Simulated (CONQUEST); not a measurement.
Input of a CONQUEST 1.3 run:

The input Conquest_input:

```
IO.Title CdSe
IO.Coordinates coords.dat
IO.FractionalAtomicCoords T
IO.Iprint 2
IO.Iprint_init 1
General.NumberOfSpecies 2
General.PseudopotentialType hamann
AtomMove.TypeOfRun static
AtomMove.FullStress T
Grid.GridCutoff 150
DM.SolutionMethod diagon
Diag.MPMesh T
Diag.GammaCentred T
Diag.MPMeshX 6
Diag.MPMeshY 6
Diag.MPMeshZ 5
Diag.kT 0.00183747
minE.SCTolerance 1e-6
SC.MaxIters 100
IO.AtomChargeOutput T
%block ChemicalSpeciesLabel
1 112.410 Cd
2 78.960 Se
%endblock
```

coords.dat

```
    8.2052270573     0.0000000000     0.0000000000
    0.0000000000     8.2052270573     0.0000000000
    0.0000000000     0.0000000000    11.6039433870
4
  0.0048845000   0.9909105000   0.0013495000 1 T T T
  0.5048845000   0.4909105000   0.5013495000 1 T T T
  0.4947865000   0.0080415000   0.2585715000 2 T T T
  0.9947865000   0.5080415000   0.7585715000 2 T T T
```

Potentials or basis: PseudoDojo NC PBE, DZP, grid cutoff 150 Ha.

Run with:

```bash
$ Conquest
```

**Question.** What does it give for the largest force?

**Answer.** 0.569 eV/Å.

**Question.** Estimate the pressure.

**Answer.** 2.2 GPa.

Forces on the atoms (eV/Å):
```
Cd  -0.200  0.448  0.255
Cd  -0.200  0.448  0.255
Se   0.204 -0.454 -0.275
Se   0.204 -0.454 -0.275
```

Caveat: the basis of atomic orbitals isn't converged, which shifts pressures, moduli and gaps.
